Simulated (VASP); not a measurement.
# MoSe2 (P6_3/mmc) in VASP: a series of runs

One crystal, MoSe2, is run at these levels: PBE+D3(BJ); tasks: phonons, dielectric tensor.

Everything below comes from runs of VASP 6.6.1. Logs are shortened: lines on timing, memory, paths and dates and some standing lists are left out, and cuts for length are marked.

### Step 1. The crystal as given

The structure is hexagonal, space group P6_3/mmc (No. 194). Conventional cell: a = 3.279 Å, b = 3.279 Å, c = 12.725 Å, α = 90.00°, β = 90.00°, γ = 120.00°. Mo (site symmetry -6m2) is surrounded by 6 Se at 2.53 Å. Se (site symmetry 3m) has 3 Mo at 2.53 Å as nearest neighbours.

### Step 2. Phonons, PBE+D3(BJ), target pressure -1.5 GPa, at which the enthalpy is minimised

POSCAR reads:

```
MoSe2
1.0
    3.2786626318      0.0000000000      0.0000000000
   -1.6393313159      2.8394051295      0.0000000000
    0.0000000000      0.0000000000     12.7250115803
  Mo              Se
     2     4
Direct
     0.3333333332999970    0.6666666667000030    0.2500000000000000
     0.6666666667000030    0.3333333332999970    0.7500000000000000
     0.3333333332999970    0.6666666667000030    0.6183309793989835
     0.6666666667000030    0.3333333332999970    0.1183309793989835
     0.3333333332999970    0.6666666667000030    0.8816690206010165
     0.6666666667000030    0.3333333332999970    0.3816690206010165
```

INCAR.step1 reads:

```
SYSTEM = MoSe2
  PREC = Accurate
  ENCUT = 600
  EDIFF = 1E-8
  ISMEAR = 0
  SIGMA = 0.03
  LREAL = .False.
  LASPH = .True.
  NELM = 80
  ALGO = Normal
  ISIF = 3
  LWAVE = .False.
  LCHARG = .False.
  GGA = PE
  IVDW = 12
  PSTRESS = -15.0
  KPAR = 2
  IBRION = 2
  NSW = 40
  EDIFFG = -0.002
```

INCAR.step2 reads:

```
SYSTEM = MoSe2
  PREC = Accurate
  ENCUT = 600
  EDIFF = 1E-8
  ISMEAR = 0
  SIGMA = 0.03
  LREAL = .False.
  LASPH = .True.
  NELM = 80
  ALGO = Normal
  ISIF = 2
  LWAVE = .False.
  LCHARG = .False.
  GGA = PE
  IVDW = 12
  PSTRESS = -15.0
  KPAR = 2
  IBRION = 6
  NFREE = 2
  POTIM = 0.015
  NSW = 1
```

KPOINTS reads:

```
Automatic mesh
0
Gamma
  9 9 2
  0 0 0
```

Potentials or basis: VASP PAW PBE potentials, release 64 (Mo_sv, Se).

Command:

```
$ cat potpaw_PBE.64/Mo_sv/POTCAR potpaw_PBE.64/Se/POTCAR > POTCAR
$ cp INCAR.step1 INCAR
$ mpirun -np 2 vasp_std > vasp.out
$ cp CONTCAR POSCAR
$ cp INCAR.step2 INCAR
$ mpirun -np 2 vasp_std > vasp.out
```

OUTCAR:

```text
SYSTEM = MoSe2
   PREC = Accurate
   ENCUT = 600
   EDIFF = 1E-8
   ISMEAR = 0
   LREAL = .False.
   LASPH = .True.
   NELM = 80
   ISIF = 2
   GGA = PE
   IVDW = 12
   PSTRESS = -15.0
   IBRION = 6
   NFREE = 2
   POTIM = 0.015
   NSW = 1
 IVDW          = 12

 ion  position               nearest neighbor table
   1  0.333  0.667  0.250-   4 2.53   6 2.53   4 2.53   6 2.53   4 2.53   6 2.53
   2  0.667  0.333  0.750-   3 2.53   5 2.53   3 2.53   5 2.53   3 2.53   5 2.53
   3  0.333  0.667  0.622-   2 2.53   2 2.53   2 2.53
   4  0.667  0.333  0.122-   1 2.53   1 2.53   1 2.53
   5  0.333  0.667  0.878-   2 2.53   2 2.53   2 2.53
   6  0.667  0.333  0.378-   1 2.53   1 2.53   1 2.53

  LATTYP: Found a hexagonal cell.
 ALAT       =     3.2975291990
 C/A-ratio  =     3.9725707425

  Lattice vectors:

 A1 = (   3.2975291990,   0.0000000000,   0.0000000000)
 A2 = (  -1.6487645995,   2.8557440560,   0.0000000000)
 A3 = (   0.0000000000,   0.0000000000,  13.0996680185)

Analysis of symmetry for initial positions (statically):
=====================================================================
 Subroutine PRICEL returns:
 Original cell was already a primitive cell.

 Routine SETGRP: Setting up the symmetry group for a
 hexagonal supercell.

 Subroutine GETGRP returns: Found 24 space group operations
 (whereof 12 operations were pure point group operations)
 out of a pool of 24 trial point group operations.

The static configuration has the point symmetry D_3d.
 The point group associated with its full space group is D_6h.

Analysis of symmetry for dynamics (positions and initial velocities):
=====================================================================
 Subroutine PRICEL returns:
 Original cell was already a primitive cell.

 Routine SETGRP: Setting up the symmetry group for a
 hexagonal supercell.

 Subroutine GETGRP returns: Found 24 space group operations
 (whereof 12 operations were pure point group operations)
 out of a pool of 24 trial point group operations.

The dynamic configuration has the point symmetry D_3d.
 The point group associated with its full space group is D_6h.

 Subroutine INISYM returns: Found 24 space group operations
[... 138 lines left out ...]
  energy-cutoff  :      600.00
  volume of cell :      123.36
 maximum number of plane-waves:      4204
 NGX is ok and might be reduce to    28
   NGX = 13   NGY = 13   NGZ = 53

--------------------------------------- Ionic step        1  -------------------------------------------

 number of electron      51.9999997 magnetization

 Free energy of the ion-electron system (eV)
  ---------------------------------------------------
  ext. energy  EPLUGINS =         0.00000000
  ---------------------------------------------------
  free energy    TOTEN  =       -39.90308155 eV

  energy without entropy =      -39.90308155  energy(sigma->0) =      -39.90308155

------------------------ aborting loop because EDIFF is reached ----------------------------------------

 Edisp (eV)   -2.75817

 E8    (eV) :    -1.1906
[... 359 lines left out ...]
--------------------------------------- Ionic step        9  -------------------------------------------

 number of electron      51.9999998 magnetization

 Free energy of the ion-electron system (eV)
  ---------------------------------------------------
  ext. energy  EPLUGINS =         0.00000000
  ---------------------------------------------------
  free energy    TOTEN  =       -39.90142546 eV

  energy without entropy =      -39.90142546  energy(sigma->0) =      -39.90142546

 E-fermi :   6.4581     XC(G=0): -10.5812

 val. band max:        6.1629583939   @ k =   0.0000   0.0000   0.0000
 cond. band min:       7.1385381842   @ k =   0.2222   0.1111   0.0000
 fundamental gap:      0.9755797903
 Fermi energy:         6.4580663388

 k-point     1 :       0.0000    0.0000    0.0000
  band No.  band energies     occupation
      1     -54.9708      2.00000
      2     -54.9664      2.00000
      3     -29.1289      2.00000
      4     -29.1228      2.00000
      5     -28.9484      2.00000
      6     -28.9484      2.00000
[... 846 lines left out ...]
  energy  without entropy=      -42.6595675448  energy(sigma->0) =      -42.65956754

  enthalpy is  TOTEN    =       -43.8144795547 eV   P V=       -1.1549120099

 INTERNAL STRAIN TENSORS FROM DISPLACED ATOMS
 ============================================

 INTERNAL STRAIN TENSOR FOR ION    1 for displacements in x,y,z  (eV/Angst):
          X           Y           Z          XY          YZ          ZX
  --------------------------------------------------------------------------------
  x     0.00000     0.00000     0.00000    -6.47914     0.00000     0.00000
  y    -6.47914     6.47914     0.00000     0.00000     0.00000     0.00000
  z     0.00000     0.00000     0.00000     0.00000     0.00000     0.00000

 INTERNAL STRAIN TENSOR FOR ION    6 for displacements in x,y,z  (eV/Angst):
          X           Y           Z          XY          YZ          ZX
  --------------------------------------------------------------------------------
  x     0.00000     0.00000     0.00000     3.33191     0.00000   -12.60417
  y     3.33191    -3.33191     0.00000     0.00000   -12.60418     0.00000
  z    -9.34191    -9.34191   -26.05300     0.00000     0.00000     0.00000

 Eigenvectors and eigenvalues of the dynamical matrix
 ----------------------------------------------------

   1 f  =   10.393825 THz    65.306326 2PiTHz  346.700668 cm-1    42.985385 meV
             X         Y         Z           dx          dy          dz
     -0.000000  1.903829  3.274917    -0.000000    0.000000   -0.555853
      1.648765  0.951915  9.824751    -0.000000   -0.000000    0.555853
     -0.000000  1.903829  8.151122     0.000000    0.000000   -0.309053
      1.648765  0.951915  1.601288     0.000000   -0.000000    0.309053
     -0.000000  1.903829 11.498380     0.000000    0.000000   -0.309053
      1.648765  0.951915  4.948546     0.000000   -0.000000    0.309053
[... 145 lines left out ...]
  18 f/i=    0.000237 THz     0.001489 2PiTHz    0.007903 cm-1     0.000980 meV
             X         Y         Z           dx          dy          dz
     -0.000000  1.903829  3.274917    -0.409326    0.146290    0.000000
      1.648765  0.951915  9.824751    -0.409326    0.146290    0.000000
     -0.000000  1.903829  8.151122    -0.371363    0.132722    0.000000
      1.648765  0.951915  1.601288    -0.371363    0.132722    0.000000
     -0.000000  1.903829 11.498380    -0.371363    0.132722    0.000000
      1.648765  0.951915  4.948546    -0.371363    0.132722    0.000000

 ELASTIC MODULI CONTR FROM IONIC RELAXATION (kBar)
 Direction    XX          YY          ZZ          XY          YZ          ZX
 --------------------------------------------------------------------------------
 XX        -338.4987   -204.6352   -757.3542     -0.0000      0.0000     -0.0000
 YY        -204.6352   -338.4987   -757.3542     -0.0000      0.0000      0.0000
 ZZ        -757.3542   -757.3542  -2112.1323     -0.0000     -0.0000     -0.0000
 XY          -0.0000     -0.0000     -0.0000    -66.9318      0.0000      0.0000
 YZ           0.0000      0.0000     -0.0000      0.0000  -1045.4074      0.0000
 ZX          -0.0000      0.0000     -0.0000     -0.0000      0.0000  -1045.4058
 --------------------------------------------------------------------------------
```

OUTCAR.step1:

```text
SYSTEM = MoSe2
   PREC = Accurate
   ENCUT = 600
   EDIFF = 1E-8
   ISMEAR = 0
   LREAL = .False.
   LASPH = .True.
   NELM = 80
   ISIF = 3
   GGA = PE
   IVDW = 12
   PSTRESS = -15.0
   IBRION = 2
   NSW = 40
[... 451 lines left out ...]

 val. band max:        6.1702715738   @ k =   0.0000   0.0000   0.0000
 cond. band min:       7.1493136393   @ k =   0.2222   0.1111   0.0000
 fundamental gap:      0.9790420656
 Fermi energy:         6.4576110120

 k-point     1 :       0.0000    0.0000    0.0000
  band No.  band energies     occupation
      1     -54.9676      2.00000
      2     -54.9676      2.00000
      3     -29.1255      2.00000
      4     -29.1255      2.00000
      5     -28.9451      2.00000
      6     -28.9451      2.00000
[... 846 lines left out ...]
  energy  without entropy=      -42.6596673625  energy(sigma->0) =      -42.65966736

  enthalpy is  TOTEN    =       -43.8145793724 eV   P V=       -1.1549120099

 reached required accuracy - stopping structural energy minimisation
```

OSZICAR.step1:

```text
N       E                     dE             d eps       ncg     rms          rms(c)
DAV:   1     0.484305343944E+03    0.48431E+03   -0.31255E+04  1664   0.176E+03
DAV:   2    -0.127928783396E+02   -0.49710E+03   -0.48697E+03  1818   0.407E+02
DAV:   3    -0.411037238092E+02   -0.28311E+02   -0.27900E+02  1905   0.815E+01
DAV:   4    -0.417364399196E+02   -0.63272E+00   -0.62952E+00  1860   0.116E+01
[... 141 lines left out ...]
DAV:   6    -0.399014965675E+02   -0.39890E-06   -0.21664E-06  1733   0.564E-03    0.150E-03
DAV:   7    -0.399014965112E+02    0.56287E-07   -0.23233E-07  1720   0.291E-03    0.815E-04
DAV:   8    -0.399014964946E+02    0.16639E-07   -0.22832E-08  1262   0.869E-04    0.229E-04
DAV:   9    -0.399014965183E+02   -0.23744E-07   -0.35649E-09   877   0.306E-04    0.104E-04
DAV:  10    -0.399014965174E+02    0.92223E-09   -0.45868E-10   793   0.101E-04
  11 F= -.43814579E+02 E0= -.43814579E+02  d E =-.130902E-03
```

Run time: 11 min. Hardware: 2 MPI ranks of Intel Xeon 6975P-C (Granite Rapids), shared host; peak memory 0.69 GiB.

Results:

```yaml
Relaxed_volume: 20.56 Å³/atom
Relaxed_cell: a = 3.298 Å, b = 3.298 Å, c = 13.100 Å, α = 90.00°, β = 90.00°, γ = 120.00°
Space_group_after_relaxing_to_0.05_Å: P6_3/mmc (No. 194)
Highest_phonon_frequency_at_Γ_LO-TO_splitting_left_out: 347 cm⁻¹
Dispersion_energy_per_atom: -0.460 eV
```

The path:
```csv
step,energy change (eV),largest force (eV/Å),pressure (GPa),volume (Å³)
1,0.0000,0.0001,0.01,118.46
2,0.0343,0.3851,-3.33,121.67
3,0.0066,0.1713,-1.50,119.85
4,0.0079,0.1011,-1.50,120.41
5,0.0117,0.0318,-1.49,120.97
6,0.0122,0.0278,-1.50,121.41
7,0.0191,0.0165,-1.46,122.72
8,0.0218,0.0147,-1.45,123.03
9,0.0223,0.0145,-1.45,123.08
10,0.0254,0.0020,-1.52,123.43
11,0.0247,0.0014,-1.51,123.36
```

Final structure:
```cif
data_structure
_symmetry_space_group_name_H-M 'P 1'
_symmetry_Int_Tables_number 1
_cell_length_a 3.2975
_cell_length_b 3.2975
_cell_length_c 13.0997
_cell_angle_alpha 90.000
_cell_angle_beta 90.000
_cell_angle_gamma 120.000
_cell_volume 123.36
loop_
_atom_site_label
_atom_site_type_symbol
_atom_site_fract_x
_atom_site_fract_y
_atom_site_fract_z
_atom_site_occupancy
Mo1 Mo 0.33333 0.66667 0.25000 1
Mo2 Mo 0.66667 0.33333 0.75000 1
Se1 Se 0.33333 0.66667 0.62224 1
Se2 Se 0.66667 0.33333 0.12224 1
Se3 Se 0.33333 0.66667 0.87776 1
Se4 Se 0.66667 0.33333 0.37776 1
```

Phonon frequencies in cm⁻¹ (negative: imaginary):
| q point | frequencies |
| --- | --- |
| (0.000, 0.000, 0.000) | 0 0 0 24 24 37 164 164 165 165 236 240 279 279 279 279 344 347 |

(Continued in part 2 of 2.)
